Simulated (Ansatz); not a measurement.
Wanted: the native input for an Ansatz 0.2.0 run.

* Task: band structure
* Functional: PBEsol
* Potentials or basis: Ansatz PAW
* Cutoff: 420 eV (not typed: the program's choice for these potentials)
* k mesh: 11 × 11 × 11
* Occupations: fermi-dirac, width 0.05 eV
* Spin: collinear spin, ferromagnetic start
* Starting moments: [2.0, 0.0] μB
* Hubbard terms: Co d U = 5 eV
* Path: [["G", "L", "B1"], ["B", "Z", "G", "X"], ["Q", "F", "P1", "Z"], ["L", "P"]]
* Points for each segment of the path: 14
* Hubbard projectors: ortho-atomic (the default)
* Double counting: fll (the default)

Crystal: CoO.

```
Co O
1.0
     1.50547    0.86918    2.43993
    -1.50547    0.86918    2.43993
     0.00000   -1.73837    2.43993
Co O
1 1
Direct
  0.00000 0.00000 0.00000
  0.50000 0.50000 0.50000
```

The cell is a database's computed one.

One way to write it, as run:

input.yaml

```yaml
crystal:
  lattice:
    - [1.5054695445, 0.8691832468, 2.4399269062]
    - [-1.5054695445, 0.8691832468, 2.4399269062]
    - [0.0, -1.7383664936, 2.4399269062]
  atoms:
    - { symbol: Co, position: [0.0, 0.0, 0.0], spin: 2.0 }
    - { symbol: O, position: [0.5, 0.5, 0.5] }
hamiltonian:
  xc: pbesol
  pseudopotentials: { kind: paw }
  hubbard: { sites: [{ species: Co, l: d, u_eff: 5.0 }] }
magnetization:
  spin_polarized: true
kpoints:
  mp_grid: { grid: [11, 11, 11] }
  band_path:
    path:
      - [[0.0, 0.0, 0.0], [0.5, 0.0, 0.0], [0.5, 0.2512681158, -0.2512681158]]
      - [[0.7487318842, 0.5, 0.2512681158], [0.5, 0.5, 0.5], [0.0, 0.0, 0.0], [0.3756340579, 0.0, -0.3756340579]]
      - [[0.6243659421, 0.3756340579, 0.0], [0.5, 0.5, 0.0], [0.6243659421, 0.6243659421, 0.2512681158], [0.5, 0.5, 0.5]]
      - [[0.5, 0.0, 0.0], [0.7487318842, 0.3756340579, 0.3756340579]]
    npoints: 14
scf:
  occupations: { method: fermi_dirac, width: 0.05 }
  n_extra_bands: 6
output:
  forces: true
  stress: true
  eigenvalues: true
  fatbands: false
```

Potentials or basis: Ansatz PAW.

Launch:

```sh
$ ansatz run input.yaml --threads 2 --pin off --max-ram 5632MiB --backend cpu --events-out ev --progress --plain --runs-dir out
```

It gave:

- Pressure: 3.6 GPa
- Band gap on the k mesh: 1.55 eV, indirect (least direct gap 2.82 eV)
- Band gap along the path: 1.51 eV, indirect (least direct gap 2.92 eV)
- Net moment: 3.00 μB per cell
- Absolute moment: 3.00 μB per cell
- Site moments: Co +2.62; O +0.20 μB

Caveat: the magnetic or orbital state may not be the lowest; the pressure holds a Pulay correction of +0.8 GPa for the finite cutoff; a cell with one magnetic atom can't hold antiferromagnetic order, which such compounds often take; the PAW data sets come from PBE, with cores solved anew for the run's functional, which leaves a small shift of forces and pressure.

Wall time 120 s on 2 threads of Arm Neoverse V2, with other jobs on the host, peak memory 1.5 GiB.
